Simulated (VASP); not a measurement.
Input of a VASP 6.6.1 run:

INCAR

```
  ALGO = Normal
  EDIFF = 1E-6
  ENCUT = 520
  ISIF = 2
  ISMEAR = 0
  LASPH = True
  LCHARG = False
  LMIXTAU = True
  LREAL = False
  LWAVE = False
  METAGGA = R2SCAN
  NBANDS = 66
  NELM = 60
  PREC = Accurate
  SIGMA = 0.1
```

File KPOINTS:

```
k-points
0
Gamma
  8 8 8
```

The input POSCAR:

```
W
1.0
    5.0363100000      0.0000000000      0.0000000000
    0.0000000000      5.0363100000      0.0000000000
    0.0000000000      0.0000000000      5.0363100000
W
8
Direct
    0.2500000000      1.0000000000      0.5000000000
    0.7500000000      0.0000000000      0.5000000000
    1.0000000000      0.5000000000      0.2500000000
    1.0000000000      0.5000000000      0.7500000000
    0.5000000000      0.7500000000      0.0000000000
    0.5000000000      0.2500000000      1.0000000000
    1.0000000000      1.0000000000      0.0000000000
    0.5000000000      0.5000000000      0.5000000000
```

Potentials or basis: VASP PAW PBE potentials, release 64 (W_sv).

The run is started by

```console
$ cat potpaw_PBE.64/W_sv/POTCAR > POTCAR
$ mpirun -np 1 vasp_std > vasp.out
```

Task: What does it give for the band gap on the k mesh?

Result: None (metal or under the smearing width).

Task: Estimate the pressure.

Result: 4.5 GPa.

Caveat: the PAW data sets were made with another functional, which shifts forces and pressure a little. The run has no spin-orbit coupling, so splittings on W are missing.
